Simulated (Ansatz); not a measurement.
Al$_{2}$Cu: zone-centre modes under pressure

Al$_{2}$Cu, Fm-3m, a = 5.785 Å. The structure is a Materials Project entry; whether it is the stable form wasn't checked. Ansatz: PBE, PAW, 420 eV, Γ-centred 14×14×14 mesh on 3 atoms, Fermi-Dirac smearing 0.15 eV; no spin polarisation. Cell and atoms are relaxed at each pressure with the symmetry kept; optical modes at Γ by linear response, in cm⁻¹, matched by rank (the highest 2 distinct ones).

```tsv
P (GPa)	V (Å³/atom)	ω1	ω2
0	16.133	255.3	273.0
5	15.393	277.5	298.5
11	14.697	300.1	324.9
22	13.734	?	?
```

Get each mode's Grüneisen parameter γ = −d ln ω/d ln V from the other rows and predict the missing frequencies.

ln(V/V0) = 0.0000, -0.0470, -0.0932, -0.1610; a line through ln(ω/ω0) of the 3 known rows gives ω1: γ = 1.735 (intercept 0.0006), predicted 337.8, computed 334.1; ω2: γ = 1.868 (intercept 0.0005), predicted 369.0, computed 364.3. The worst miss is 1.3 %: γ isn't constant over this range. In a metal these frequencies hang on the mesh and smearing.

The mesh isn't the same in all rows (14×14×14, 16×16×16).

Cost: 4 runs of about 4 core-minutes in all, on AMD EPYC 7R43 (Zen 3) (shared hosts).